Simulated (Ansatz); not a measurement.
A plane-wave DFT run in Ansatz 0.2.0 (scalar-relativistic PAW potentials unless the input names others): input and command.

```yaml
crystal:
  lattice:
    - [3.3152385058, 0.0, 0.0]
    - [-1.6576192529, 2.8710807656, 0.0]
    - [0.0, 0.0, 13.7114352976]
  atoms:
    - { symbol: W, position: [0.3333333333, 0.6666666667, 0.25] }
    - { symbol: W, position: [0.6666666667, 0.3333333333, 0.75] }
    - { symbol: Se, position: [0.3333333333, 0.6666666667, 0.628822736] }
    - { symbol: Se, position: [0.6666666667, 0.3333333333, 0.128822736] }
    - { symbol: Se, position: [0.3333333333, 0.6666666667, 0.871177264] }
    - { symbol: Se, position: [0.6666666667, 0.3333333333, 0.371177264] }
basis:
  ecutwfc: 500
kpoints:
  mp_grid: { grid: [12, 12, 2] }
hamiltonian:
  xc: r2scan
scf:
  occupations: { method: fermi_dirac, width: 0.3 }
  n_extra_bands: 0
  max_iter: 50
output:
  forces: true
  eigenvalues: true
  stress: true
```

```bash
ansatz run input.yaml --threads 2 --pin off --max-ram 5120MiB --backend cpu --events-out ev --progress --plain --runs-dir out
```

Question: Will this input run?

Answer: The program refuses it, because of too few bands (scf.n_extra_bands: not typed → 0). Also changed, but not at fault: scf.occupations: {"method": "gaussian", "width": 0.02} → {"method": "fermi_dirac", "width": 0.3}. With the sound run's settings it is accepted.

Abridged log:
```
Error: inconsistent input (scf.n_extra_bands, scf.occupations.method): n_bands = 46 leaves no empty band above the 46 bands per channel that the deck's 92 electrons occupy, and the occupations search for the Fermi level (a smearing at a finite width, or tetrahedra): a level found among occupied bands alone can fill a metal as an insulator; raise scf.n_extra_bands until at least 47 bands are solved (omitted, it auto-derives to 60) (see scf.n_extra_bands in the input reference)
```